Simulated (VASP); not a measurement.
A run of VASP 6.6.1:

The input INCAR:

```
PREC = Accurate
ENCUT = 520
EDIFF = 1E-7
ISMEAR = -1
SIGMA = 0.1
LREAL = False
LASPH = True
NELM = 100
ALGO = Normal
ISIF = 2
LWAVE = False
LCHARG = True
GGA = RP
LELF = True
LVHAR = True
NBANDS = 12
```

The input KPOINTS:

```
Automatic mesh
0
Gamma
  12 12 12
```

POSCAR

```
Tl
1.0
   -1.9522883067      1.9522883067      1.9522883067
    1.9522883067     -1.9522883067      1.9522883067
    1.9522883067      1.9522883067     -1.9522883067
Tl
1
Direct
    0.0000000000      0.0000000000      0.0000000000
```

Potentials or basis: VASP PAW PBE potentials, release 64 (Tl_d).

Run with:

```console
$ cat potpaw_PBE.64/Tl_d/POTCAR > POTCAR
$ mpirun -np 1 vasp_std > vasp.out
```

Hardware: 1 thread of Intel(R) Xeon(R) Platinum 8375C CPU @ 2.90GHz (Ice Lake), with other jobs on the host.

Problem. How long does it take, and how much memory?

Solution. Run time: 41 s on 1 thread of Intel(R) Xeon(R) Platinum 8375C CPU @ 2.90GHz (Ice Lake), on a shared host, peak memory 0.16 GiB. Counts: scf iterations 12, k points 72.
